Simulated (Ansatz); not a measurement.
Ca under changes of volume

One of the cells (46.214 Å³/atom); the others are scaled copies at fixed shape and fractional positions:

```
CELL_PARAMETERS angstrom
-3.72277 3.72776 3.33014
3.72277 -3.72776 3.33014
3.72277 3.72776 -3.33014
ATOMIC_POSITIONS crystal
Ca 0.32958 0.17083 0.50041
Ca 0.67042 0.82917 0.49959
Ca 0.82958 0.32917 0.15875
Ca 0.17042 0.67083 0.84125
```

This isn't the form of Ca at room conditions, which is fcc.

* Program: Ansatz 0.2.0
* Functional: PBE
* Potentials or basis: Ansatz PAW
* Cutoff: 420 eV (not typed: the program's choice for these potentials)
* k mesh: 6 × 6 × 6
* Occupations: fermi-dirac, width 0.05 eV
* Spin: no spin polarisation

```tsv
volume (Å³/atom)	energy over the lowest point (meV/atom)	pressure (GPa)	largest force (eV/Å)
43.442	3.29	0.6	0.028
44.366	?	?	?
45.290	0.00	0.0	0.004
46.214	1.01	-0.3	0.016
47.139	3.60	-0.6	0.027
48.063	7.62	-0.8	0.038
48.987	12.97	-1.0	0.047
```

What does the run at 44.366 Å³/atom give?

Energy over the lowest point 0.71 meV/atom; pressure 0.3 GPa; largest force 0.013 eV/Å.

Worked out: A Birch-Murnaghan fit of order 3 (a polynomial in V^(-2/3)) to the other rows has its minimum at 45.20 Å³/atom with B0 = V·E''(V) = 14.7 GPa and B' = 3.3 at fixed shape and positions, which overstates the stiffness. It gives 0.71 meV/atom at 44.366 Å³/atom, against the run's 0.71, and -dE/dV = 0.3 GPa, against 0.3.

Energies are extrapolated to zero smearing.
